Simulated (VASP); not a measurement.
Wanted: the native input for a VASP 6.6.1 run.

```
Task                   : single point
Functional             : PBE
Potentials or basis    : VASP PAW PBE potentials, release 64 (Ta_pv)
Cutoff                 : 520 eV
k mesh                 : 18 × 18 × 6
Occupations            : gaussian, width 0.1 eV
Spin                   : no spin polarisation
Dipole correction      : no
Further INCAR settings : ALGO = Fast; EDIFF = 1e-06; NBANDS = 30
```

The structure of Ta lies in POSCAR:

```
Ta
1.0
    2.9443191217      0.0000000000      0.0000000000
   -1.4721595609      2.5498551563      0.0000000000
    0.0000000000      0.0000000000     10.0099793259
Ta
4
Direct
    0.0000000000      0.0000000000      0.0000000000
    0.0000000000      0.0000000000      0.5000000000
    0.3333333333      0.6666666667      0.7500000000
    0.6666666667      0.3333333333      0.2500000000
```

The cell was built by a generator and needn't be a form met in nature.

One way to write it, as run:

INCAR

```
PREC = Accurate
ENCUT = 520
EDIFF = 1E-6
ISMEAR = 0
SIGMA = 0.1
LREAL = F
LASPH = T
NELM = 100
ALGO = Fast
ISIF = 2
LWAVE = F
LCHARG = F
GGA = PE
NBANDS = 30
```

KPOINTS

```
regular mesh
0
Gamma
  18 18 6
```

Potentials or basis: VASP PAW PBE potentials, release 64 (Ta_pv).

Command:

```sh
$ cat potpaw_PBE.64/Ta_pv/POTCAR > POTCAR
$ mpirun -np 1 vasp_std > vasp.out
```

It gave:

```
Pressure               : 0.0 GPa
Band gap on the k mesh : none (metal or under the smearing width)
```

Run time: 2.6 min on 1 thread of Intel(R) Xeon(R) 6975P-C (Granite Rapids), on a shared host, peak memory 0.37 GiB.
